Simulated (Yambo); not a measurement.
## BP in Yambo: convergence with bands in self energy

The system is BP.

```
P B
1.0
     0.00000    2.32796    2.32796
     2.32796    0.00000    2.32796
     2.32796    2.32796    0.00000
P B
1 1
Direct
  0.75000 0.75000 0.75000
  0.00000 0.00000 0.00000
```

The cell isn't the ideal one: cell stretched.

| Property | Result |
| --- | --- |
| Program | Yambo 5.3.0 |
| Task | G0W0 quasiparticle levels |
| Functional | PBE |
| Potentials or basis | SG15 PBE 1.2 |
| Cutoff | 952 eV |
| Density cutoff | 3810 eV |
| k mesh | 6 × 6 × 6 |
| Occupations | fixed |
| Spin | no spin polarisation |
| k mesh of the self-consistent run | 10 × 10 × 10 |
| Random integration of the Coulomb term | yes |
| Direction of the field or of q to 0 | x + y + z |
| Broadening | 0.1 eV |
| States corrected | Γ and the k points of the band edges |
| Frequency dependence of W | plasmon pole |
| Terminator of the band sum in the self-energy | none |
| Quasiparticle equation | linearised (Newton) |
| Imaginary frequency of the plasmon-pole fit | 27.2114 eV |
| Bands in the response | 104 |
| Bands in the self-energy | 9 |
| Cutoff of the response matrix | 12 Ry |
| Cutoff of exchange and Vxc | 70 Ry |
| Bands corrected (first, last) | [3, 6] |

These are the settings of the first run; the series varies bands in self energy, with any setting tied to it.

| bands in self energy | quasiparticle gap at the points computed (eV) |
| --- | --- |
| 9 | 1.964 |
| 14 | 2.003 |
| 24 | 2.031 |
| 44 | 2.080 |
| 104 | 2.123 |

Against the tightest run, the quasiparticle gap at the points computed stays within 0.05 eV from 44 on. The tightest run that finished is the yardstick and may itself not be fully converged.

Caveat, for the tightest run too: this k mesh misses the band edges, so its gaps are larger than the crystal's; this version prints the column dSc/dw multiplied by 27.2; the quasiparticle gap listed is the Kohn-Sham gap on the denser mesh of the self-consistent run plus the correction found on the GW mesh, so it differs from the gap in the log.
